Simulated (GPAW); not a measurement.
Runs of GPAW 26.7.0 on CsSnI3. The structure is cubic, space group Pm-3m (No. 221). Conventional cell: a = 6.206 Å, b = 6.206 Å, c = 6.206 Å, α = 90.00°, β = 90.00°, γ = 90.00°. Cs (site symmetry m-3m) has 12 I at 4.39 Å as nearest neighbours. I (site symmetry 4/mmm) is surrounded by 2 Sn at 3.10 Å. Sn (site symmetry m-3m) has 6 I at 3.10 Å as nearest neighbours. 

| cell | k mesh | gap on the mesh (eV) | pressure (GPa) |
| --- | --- | --- | --- |
| strain = 0.02 | 4 × 4 × 4 | 0.26 | 0.8 |
| strain = 0.01 | 4 × 4 × 4 | (a) | 0.8 |
| atoms moved at random, drawn with an rms of 0.05 Å | 5 × 5 × 5 | 1.71 | 0.6 |
| as given | 5 × 5 × 5 | 1.74 | 0.5 |

Alike in all rows: task single point; level PBE; potentials or basis GPAW PAW data sets (gpaw-data 1.2.1), pw; no spin polarisation; cutoff (eV) 600; smearing fermi-dirac 0.05 eV.

Q: Fill in the values left out.

A: (a) 0.27.

Caveats: spin-orbit coupling is left out, which moves the levels of the heavy elements; the cell was measured hot, at 500 K; the density grid can change from cell to cell, which puts small steps into energies and stress (some runs); an odd mesh through Γ misses points on the zone boundary, where band edges often lie (some runs).

A k mesh can miss the band edges, and the runs leave out spin-orbit coupling on Cs, I, Sn.
